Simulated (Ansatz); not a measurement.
# HfO2: what a guessed cell relaxes into

The task: take a trial cell of HfO2 to zero force and stress.

Computed with Ansatz 0.2.0 (DFT PBE, scalar-relativistic, plane waves, PAW, unless a step's input says otherwise).

### 1 The starting structure

Symmetry: F-43m, No. 216, cubic system. Conventional cell: a = 5.321 Å, b = 5.321 Å, c = 5.321 Å, α = 90.00°, β = 90.00°, γ = 90.00°. Hf (site symmetry -43m) is surrounded by 4 O at 2.30 Å. Around O (site symmetry -43m) lie 4 Hf at 2.30 Å and 4 O at 2.30 Å. O (site symmetry -43m) is surrounded by 4 O at 2.30 Å.

Coordinates:

```cif
data_structure
_symmetry_space_group_name_H-M 'F-43m'
_symmetry_Int_Tables_number 216
_cell_length_a 5.3213
_cell_length_b 5.3213
_cell_length_c 5.3213
_cell_angle_alpha 90.000
_cell_angle_beta 90.000
_cell_angle_gamma 90.000
_cell_volume 150.68
loop_
_atom_site_label
_atom_site_type_symbol
_atom_site_symmetry_multiplicity
_atom_site_Wyckoff_symbol
_atom_site_fract_x
_atom_site_fract_y
_atom_site_fract_z
_atom_site_occupancy
Hf1 Hf 4 a 0.00000 0.00000 0.00000 1
O1 O 4 c 0.25000 0.25000 0.25000 1
O2 O 4 b 0.50000 0.00000 0.00000 1
```

Recipe of the guess: random cell by space group and Wyckoff sites (F-43m, No. 216). Lengths come from tabulated atomic sizes and are only a guess.

### 2 The guess as it stands, on a coarse mesh

File input.yaml:

```yaml
crystal:
  lattice:
    - [0.0, 2.66064308, 2.66064308]
    - [2.66064308, 0.0, 2.66064308]
    - [2.66064308, 2.66064308, 0.0]
  atoms:
    - { symbol: Hf, position: [0.0, 0.0, 0.0] }
    - { symbol: O, position: [0.75, 0.75, 0.75] }
    - { symbol: O, position: [0.5, 0.5, 0.5] }
basis:
  ecutwfc: 420
kpoints:
  mp_grid: { grid: [6, 6, 6] }
hamiltonian:
  xc: pbe
scf:
  occupations: { method: gaussian, width: 0.1 }
  lower_state_search: "off"
output:
  forces: true
  stress: true
  eigenvalues: true
```

Started as:

```sh
ansatz run input.yaml --threads 1 --pin off --max-ram 2560MiB --backend cpu --events-out ev --progress --plain --runs-dir out
```

Further runs follow: coarse relaxation; final relaxation.

What does the calculation give? Wanted: conventional cell; volume; energy over the elements; gap on the mesh.

As calculated:

```
                                                              quantity                                                                      value
                                symmetry at the end (tolerance 0.02 Å)                                                space group F-43m (No. 216)
                                                     conventional cell  a = 5.051 Å, b = 5.051 Å, c = 5.051 Å, α = 90.00°, β = 90.00°, γ = 90.00°
                                                                volume                                                              10.74 Å³/atom
energy over the elements (uncorrected; H, N, O, F and Cl as molecules)                                                              -2.17 eV/atom
                                                       gap on the mesh                                                                    2.29 eV
```

The space group F-43m (No. 216) is kept, and the volume per atom shrinks by 14.5 % from the first guess. It lies below the elements, which doesn't yet make it stable: competing phases were not computed in this session. No finished test with a distortion of lower symmetry is shown, so the end may be a saddle point. Spin-orbit coupling is left out, which matters for the bands of Hf.
